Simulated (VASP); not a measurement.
# Al2O3 (R-3c) in VASP: a series of runs, part 3 of 3

VASP 6.6.1.

### 4 Relaxation of cell and atoms, PBEsol

Contents of INCAR:

```
SYSTEM = Al2O3
ALGO     = Fast           ! electronic algorithm
EDIFF    = 1E-6           ! SCF threshold, eV
EDIFFG   = -0.01          ! ionic threshold
ENCUT    = 200            ! plane-wave cutoff, eV
GGA      = PS             ! functional
IBRION   = 2              ! ionic algorithm
ISIF     = 3              ! what is computed and relaxed
ISMEAR   = 0              ! smearing method
KPAR     = 4            
LASPH    = .True.         ! aspherical terms in the spheres
LCHARG   = .False.        ! write CHGCAR
LREAL    = .False.        ! projectors in reciprocal space
LWAVE    = .False.        ! write WAVECAR
NELM     = 80             ! most SCF steps
NSW      = 60             ! ionic steps
PREC     = Accurate       ! precision mode
SIGMA    = 0.02           ! smearing width, eV
```

Contents of KPOINTS:

```
k-points
0
Gamma
  6 6 6
  0 0 0
```

Contents of POSCAR:

```
Al2O3
1.0
    2.4025136100      1.3870918800      4.3720844200
   -2.4025136100      1.3870918800      4.3720844200
    0.0000000000     -2.7741837600      4.3720844200
Al O
4 6
Direct
    0.6479040000      0.6479040000      0.6479040000
    0.8520960000      0.8520960000      0.8520960000
    0.1479040000      0.1479040000      0.1479040000
    0.3520960000      0.3520960000      0.3520960000
    0.4438545000      0.0561455000      0.7500000000
    0.9438545000      0.2500000000      0.5561455000
    0.0561455000      0.7500000000      0.4438545000
    0.7500000000      0.4438545000      0.0561455000
    0.2500000000      0.5561455000      0.9438545000
    0.5561455000      0.9438545000      0.2500000000
```

Started as:

```
cat potpaw_PBE.64/Al/POTCAR potpaw_PBE.64/O/POTCAR > POTCAR
mpirun -np 4 vasp_std > vasp.out
```

Run time: 78 s. Hardware: 4 MPI ranks of Intel Xeon Platinum 8488C (Sapphire Rapids), shared host; peak memory 0.14 GiB.

The run converged, but a check on its numbers failed (symmetry, net force, bounds or a known fault of this set-up), so they aren't taken as properties of the crystal.

Caveat: the cutoff lies under the usual one of these potentials, so the numbers hold a large basis-set error; the volume moved by over 15 % at a fixed basis, so the end points are rough; the PAW data sets were made with another functional, which shifts forces and pressure a little.

### 5 Relaxation of cell and atoms, PBEsol

Contents of INCAR:

```
PREC = Accurate
ENCUT = 600
EDIFF = 1E-6
ISMEAR = 0
SIGMA = 0.02
LREAL = False
LASPH = True
NELM = 80
ALGO = Fast
ISIF = 3
LWAVE = False
LCHARG = False
GGA = PS
IBRION = 2
NSW = 40
EDIFFG = -0.005
KPAR = 8
```

Contents of KPOINTS:

```
Automatic mesh
0
Gamma
  6 6 6
```

POSCAR is that of step 4.

Potentials or basis: VASP PAW PBE potentials, release 64 (Al, O).

Started as:

```
cat potpaw_PBE.64/Al/POTCAR potpaw_PBE.64/O/POTCAR > POTCAR
mpirun -np 8 vasp_std > vasp.out
```

OUTCAR:

```text
PREC = Accurate
   ENCUT = 600
   EDIFF = 1E-6
   ISMEAR = 0
   LREAL = False
   LASPH = True
   NELM = 80
   ISIF = 3
   GGA = PS
   IBRION = 2
   NSW = 40
   EDIFFG = -0.005

 ion  position               nearest neighbor table
   1  0.648  0.648  0.648-   6 1.87  10 1.87   9 1.87   5 1.99   8 1.99   7 1.99   2 2.68   4 2.82
                             4 2.82   4 2.82   2 3.25   2 3.25   2 3.25
   2  0.852  0.852  0.852-   9 1.87  10 1.87   6 1.87   5 1.99   7 1.99   8 1.99   1 2.68   3 2.82
                             3 2.82   3 2.82   1 3.25   1 3.25   1 3.25
   3  0.148  0.148  0.148-   8 1.87   5 1.87   7 1.87  10 1.99   6 1.99   9 1.99   4 2.68   2 2.82
                             2 2.82   2 2.82   4 3.25   4 3.25   4 3.25
   4  0.352  0.352  0.352-   7 1.87   5 1.87   8 1.87  10 1.99   9 1.99   6 1.99   3 2.68   1 2.82
                             1 2.82   1 2.82   3 3.25   3 3.25   3 3.25
   5  0.444  0.056  0.750-   3 1.87   4 1.87   1 1.99   2 1.99
   6  0.944  0.250  0.556-   1 1.87   2 1.87   3 1.99   4 1.99
   7  0.056  0.750  0.444-   4 1.87   3 1.87   2 1.99   1 1.99
   8  0.750  0.444  0.056-   3 1.87   4 1.87   1 1.99   2 1.99
   9  0.250  0.556  0.944-   2 1.87   1 1.87   4 1.99   3 1.99
  10  0.556  0.944  0.250-   1 1.87   2 1.87   3 1.99   4 1.99

  LATTYP: Found a trigonal (rhomboedric) cell.
 ALAT       =     5.1779549733
 COS(alpha) =     0.5694286091

  Lattice vectors:

 A1 = (   2.4025136100,   1.3870918800,   4.3720844200)
 A2 = (  -2.4025136100,   1.3870918800,   4.3720844200)
 A3 = (   0.0000000000,  -2.7741837600,   4.3720844200)

[... 205 lines left out ...]
  in kB      -50.5542077    -50.5542077    -52.3800006      0.0000000     -0.0000000      0.0000000
  external PRESSURE =     -51.1628054 kB  Pullay stress =       0.0000000 kB
[... 295 lines left out ...]
--------------------------------------- Ionic step        8  -------------------------------------------

 number of electron      48.0000000 magnetization

 Free energy of the ion-electron system (eV)
  ---------------------------------------------------
  ext. energy  EPLUGINS =         0.00000000
  ---------------------------------------------------
  free energy    TOTEN  =       -78.68847298 eV

  energy without entropy =      -78.68847298  energy(sigma->0) =      -78.68847298

 E-fermi :   6.1303     XC(G=0): -11.9095

 val. band max:        5.9570176918   @ k =   0.0000   0.0000   0.0000
 cond. band min:      12.0071764552   @ k =   0.0000   0.0000   0.0000
 fundamental gap:      6.0501587635
 Fermi energy:         6.1302596207

 k-point     1 :       0.0000    0.0000    0.0000
  band No.  band energies     occupation
      1     -13.1996      2.00000
      2     -10.8412      2.00000
      3     -10.5608      2.00000
      4     -10.5608      2.00000
      5     -10.2364      2.00000
      6     -10.2364      2.00000
[... 781 lines left out ...]
     29      16.2975      0.00000
     30      16.9537      0.00000

 [... further k-points ...]

------------------------ aborting loop because EDIFF is reached ----------------------------------------

  FORCE on cell =-STRESS in cart. coord.  units (eV):
  Direction    XX          YY          ZZ          XY          YZ          ZX
  --------------------------------------------------------------------------------------
  -------------------------------------------------------------------------------------
  Total       -0.0297154     -0.0297154     -0.0375330      0.0000000      0.0000000      0.0000000
  in kB       -0.5564910     -0.5564910     -0.7028938      0.0000000      0.0000000      0.0000000
  external PRESSURE =      -0.6052920 kB  Pullay stress =       0.0000000 kB
[... 25 lines left out ...]
  FREE ENERGIE OF THE ION-ELECTRON SYSTEM (eV)
  ---------------------------------------------------
  free  energy   TOTEN  =       -78.6884729762 eV

  energy  without entropy=      -78.6884729762  energy(sigma->0) =      -78.68847298

 reached required accuracy - stopping structural energy minimisation
```

Run time: 2.8 min. Hardware: 8 MPI ranks of Intel Xeon Platinum 8259CL at 2.50GHz (Skylake/Cascade Lake), shared host; peak memory 0.34 GiB.

What came out:

```yaml
Free_energy: -78.6885 eV
Relaxed_volume: 8.56 Å³/atom
Relaxed_cell: a = 5.138 Å, b = 5.138 Å, c = 5.138 Å, α = 55.35°, β = 55.35°, γ = 55.35°
Space_group_after_relaxing_to_0.05_Å: R-3c (No. 167)
Energy_gained_by_relaxing: 3.1 meV/atom
Ionic_steps: 8
Pressure_after_relaxing: -0.1 GPa
Band_gap_on_the_k_mesh: 6.05 eV, direct
```

Forces on the atoms (eV/Å):
```
Al   0.000  0.000 -0.002
Al   0.000  0.000  0.002
Al   0.000  0.000 -0.002
Al   0.000  0.000  0.002
O    0.002  0.000  0.000
O    0.001  0.001  0.000
O   -0.001 -0.001  0.000
O   -0.001  0.001  0.000
O    0.001 -0.001  0.000
O   -0.002  0.000  0.000
```

Step by step:
| step | energy change (eV) | largest force (eV/Å) | pressure (GPa) | volume (Å³) |
| --- | --- | --- | --- | --- |
| 1 | 0.0000 | 0.0562 | -5.12 | 87.42 |
| 2 | -0.0073 | 0.0504 | 4.80 | 83.94 |
| 3 | -0.0309 | 0.0095 | 0.00 | 85.54 |
| 4 | -0.0309 | 0.0094 | 0.09 | 85.50 |
| 5 | -0.0310 | 0.0067 | 0.10 | 85.49 |
| 6 | -0.0310 | 0.0060 | 0.10 | 85.49 |
| 7 | -0.0310 | 0.0052 | 0.10 | 85.49 |
| 8 | -0.0311 | 0.0024 | -0.06 | 85.55 |

Final structure:
```
CELL_PARAMETERS angstrom
2.38643 1.37781 4.33655
-2.38643 1.37781 4.33655
0.00000 -2.75562 4.33655
ATOMIC_POSITIONS crystal
Al 0.64794 0.64794 0.64794
Al 0.85206 0.85206 0.85206
Al 0.14794 0.14794 0.14794
Al 0.35206 0.35206 0.35206
O 0.44418 0.05582 0.75000
O 0.94418 0.25000 0.55582
O 0.05582 0.75000 0.44418
O 0.75000 0.44418 0.05582
O 0.25000 0.55582 0.94418
O 0.55582 0.94418 0.25000
```

Levels at points of the mesh, in eV from the valence-band top:
```tsv
k point	band 20	band 21	band 22	band 23	band 24	band 25	band 26	band 27	band 28	band 29
(0.00, 0.00, 0.00)	-0.50	-0.50	-0.04	-0.04	0.00	6.05	8.91	10.60	11.35	11.35
(0.50, 0.00, 0.00)	-1.32	-0.91	-0.91	-0.27	-0.27	9.27	9.27	9.49	9.49	11.55
(0.50, 0.50, 0.00)	-1.30	-1.02	-0.91	-0.74	-0.25	9.41	9.56	9.74	10.23	10.97
(0.50, 0.50, 0.50)	-2.01	-0.38	-0.38	-0.38	-0.38	8.49	8.49	10.91	10.91	12.32
```

Caveat: the PAW data sets were made with another functional, which shifts forces and pressure a little. A k mesh can miss the band edges.

### 6 Relaxation of cell and atoms, LDA

Contents of INCAR:

```
PREC = Accurate
ENCUT = 300
EDIFF = 1E-6
ISMEAR = 0
SIGMA = 0.02
LREAL = False
LASPH = True
NELM = 80
ALGO = Normal
ISIF = 3
LWAVE = False
LCHARG = False
GGA = CA
IBRION = 2
NSW = 40
EDIFFG = -0.01
KPAR = 4
```

Contents of KPOINTS:

```
regular mesh
0
Gamma
  3 3 3
```

POSCAR is that of step 5.

Potentials or basis: VASP PAW LDA potentials, release 64 (Al, O).

Started as:

```
cat potpaw_LDA.64/Al/POTCAR potpaw_LDA.64/O/POTCAR > POTCAR
mpirun -np 4 vasp_std > vasp.out
```

It took 27 s on 4 MPI ranks of Intel Xeon Platinum 8259CL at 2.50GHz (Skylake/Cascade Lake), shared host; peak memory 0.14 GiB.

The run converged, but a check on its numbers failed (symmetry, net force, bounds or a known fault of this set-up), so they aren't taken as properties of the crystal.

Caveat: the k mesh is coarse (spacing up to 0.53 Å⁻¹), so the values aren't converged; the cutoff lies under the usual one of these potentials, so the numbers hold a large basis-set error.
